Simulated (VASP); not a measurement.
SiGe15, 16 atoms in the cell. The structure is cubic, space group F-43m (No. 216). The conventional cell has a = 11.287 Å, b = 11.287 Å, c = 11.287 Å, α = 90.00°, β = 90.00°, γ = 90.00°. Around Si (site symmetry -43m) lie 4 Ge at 2.44 Å. Ge (site symmetry 2mm) is surrounded by 4 Ge at 2.44 Å. Ge (site symmetry -43m) is surrounded by 4 Ge at 2.44 Å. Ge (site symmetry 3m) has 1 Si at 2.44 Å and 3 Ge at 2.44 Å as nearest neighbours. Around Ge (site symmetry 3m) lie 4 Ge at 2.44 Å. The cell was built by a generator and needn't be a form met in nature.

| Item | Value |
| --- | --- |
| Program | VASP 6.6.1 |
| Task | relaxation of cell and atoms |
| Functional | PBEsol |
| Potentials or basis | VASP PAW PBE potentials, release 64 (Si, Ge_d) |
| Cutoff | 600 eV |
| k mesh | 6 × 6 × 6 |
| Occupations | gaussian, width 0.03 eV |
| Spin | no spin polarisation |
| Further INCAR settings | ALGO = Normal; EDIFF = 1e-06; IBRION = 2; EDIFFG = -0.01; NSW = 90; ISIF = 3 |

Potentials or basis: VASP PAW PBE potentials, release 64 (Si, Ge_d).

Command:

```bash
$ cat potpaw_PBE.64/Si/POTCAR potpaw_PBE.64/Ge_d/POTCAR > POTCAR
$ mpirun -np 4 vasp_std > vasp.out
```

Hardware: 4 MPI ranks on Intel(R) Xeon(R) Platinum 8488C (Sapphire Rapids) (shared host).

**Question.** Estimate the wall time of this run.

**Answer.** It took 31 min on 4 MPI ranks on Intel(R) Xeon(R) Platinum 8488C (Sapphire Rapids) (shared host), peak memory 1 GiB a rank. Counts: scf iterations 76, k points 16, ion steps 10.
